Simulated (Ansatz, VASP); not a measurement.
**Sc in VASP and in Ansatz**

The input INCAR:

```
PREC = Accurate
ENCUT = 520
EDIFF = 1E-6
ISMEAR = -1
SIGMA = 0.1
LREAL = False
LASPH = True
NELM = 60
ALGO = Normal
ISIF = 2
LWAVE = False
LCHARG = False
GGA = PE
NBANDS = 12
```

Contents of KPOINTS:

```
regular mesh
0
Gamma
  14 14 14
```

File POSCAR:

```
Sc
1.0
   -1.8156458347      1.8156458347      1.8156458347
    1.8156458347     -1.8156458347      1.8156458347
    1.8156458347      1.8156458347     -1.8156458347
Sc
1
Direct
    0.0000000000      0.0000000000      0.0000000000
```

Input for Ansatz:

```yaml
crystal:
  lattice:
    - [-1.8156458347, 1.8156458347, 1.8156458347]
    - [1.8156458347, -1.8156458347, 1.8156458347]
    - [1.8156458347, 1.8156458347, -1.8156458347]
  atoms:
    - { symbol: Sc, position: [0.0, 0.0, 0.0] }
hamiltonian:
  xc: pbe
  pseudopotentials:
    kind: paw
    azcp:
      Sc: "pseudopotentials/Sc.paw.azcp"
basis:
  ecutwfc: 420
  fft_grid_basis: typed
kpoints:
  mp_grid: { grid: [14, 14, 14], shift: [0, 0, 0] }
magnetization:
  spin_polarized: false
scf:
  occupations: { method: fermi_dirac, width: 0.1 }
  lower_state_search: "off"
output:
  stress: true
```

Alike in both runs: task single point; functional PBE; k mesh 14 × 14 × 14; occupations fermi-dirac, width 0.1 eV; no spin polarisation.

|  | VASP | Ansatz |
| --- | --- | --- |
| version | VASP 6.6.1 | Ansatz 0.2.0 |
| potentials or method | VASP PAW PBE potentials, release 64 (Sc_sv) | plane waves (420 eV) with PAW, scalar-relativistic |
| plane-wave cutoff (eV) | 520 | 420 |
| valence electrons in the cell | 11 | 11 |

|  | VASP | Ansatz | Ansatz less VASP |
| --- | --- | --- | --- |
| pressure (GPa) | 2.3 | 2.3 | -0.04 |
